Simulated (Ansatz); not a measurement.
Relaxed structure of F on the (111) surface of Cu, one molecule per 22.0 Å² (the molecule's atoms stand last):

```
Cu F
1.0
     5.03937    0.00000    0.00000
    -2.51968    4.36422    0.00000
     0.00000    0.00000   22.11463
Cu F
12 1
Cartesian
  1.2598 0.7274 8.0000
  0.0000 2.9095 8.0000
  3.7795 0.7274 8.0000
  2.5197 2.9095 8.0000
  2.5272 1.4504 10.0677
  1.2598 3.6455 10.0677
  -0.0075 1.4504 10.0677
  -1.2598 3.6369 10.1300
  -1.2598 2.2064 12.1558
  0.0211 -0.0122 12.1558
  1.2598 2.1821 12.0548
  2.4986 -0.0122 12.1558
  3.7795 0.7274 13.6454
```

Level of theory: Ansatz, DFT PBE+D3(BJ), scalar-relativistic, plane waves, PAW. Cutoff 420 eV; k points 4×4×1 on the computed 13-atom cell (Γ-centred); Gaussian smearing, width 0.10 eV; no spin polarisation. The cell repeats along c with a dipole correction in the vacuum.

The slab and the molecular layer are also computed alone at these places.

**Question.** How does the adsorption energy per molecule split into interaction and deformation?

**Answer.** E_ads = -3.977 eV: interaction of the rigid parts -4.023 eV, deformation of the slab +0.048 eV, deformation of the molecule with its lateral interactions -0.001 eV.

**Question.** How much charge moves across the plane at z = 12.90 Å, midway between slab and molecule?

**Answer.** About 0.05 electrons a cell move up to the molecule; half the integral of |Δρ| is 0.64 e.

**Question.** How does the density difference (whole less rigid parts, positive where electrons gather), summed over the plane, run along c?

**Answer.** (z (Å), Δρ (e/Å)): (6.04, 0.000), (6.19, 0.000), (6.34, 0.000), (6.49, 0.001), (6.63, 0.002), (6.78, 0.003), (6.93, 0.004), (7.08, 0.005), (7.22, 0.005), (7.37, 0.004), (7.52, -0.001), (7.67, -0.006), (7.81, -0.008), (7.96, -0.007), (8.11, -0.004), (8.26, 0.001), (8.40, 0.010), (8.55, 0.015), (8.70, 0.013), (8.85, 0.005), (8.99, -0.005), (9.14, -0.013), (9.29, -0.018), (9.44, -0.016), (9.58, -0.008), (9.73, -0.001), (9.88, -0.003), (10.03, -0.015), (10.17, -0.023), (10.32, -0.024), (10.47, -0.022), (10.62, -0.014), (10.76, 0.004), (10.91, 0.027), (11.06, 0.047), (11.20, 0.055), (11.35, 0.048), (11.50, 0.029), (11.65, 0.016), (11.79, 0.020), (11.94, 0.039), (12.09, 0.057), (12.24, 0.035), (12.38, -0.056), (12.53, -0.166), (12.68, -0.224), (12.83, -0.179), (12.97, -0.042), (13.12, 0.119), (13.27, 0.241), (13.42, 0.022), (13.56, -0.635), (13.71, -0.619), (13.86, 0.114), (14.01, 0.386), (14.15, 0.287), (14.30, 0.196), (14.45, 0.127), (14.60, 0.077), (14.74, 0.045), (14.89, 0.026), (15.04, 0.015), (15.19, 0.008), (15.33, 0.004), (15.48, 0.002), (15.63, 0.001), (15.78, 0.000), (15.92, 0.000), (16.07, 0.000)

Spin polarisation was left out for Cu12F (a zero moment there is imposed), and a magnetic state may lie lower.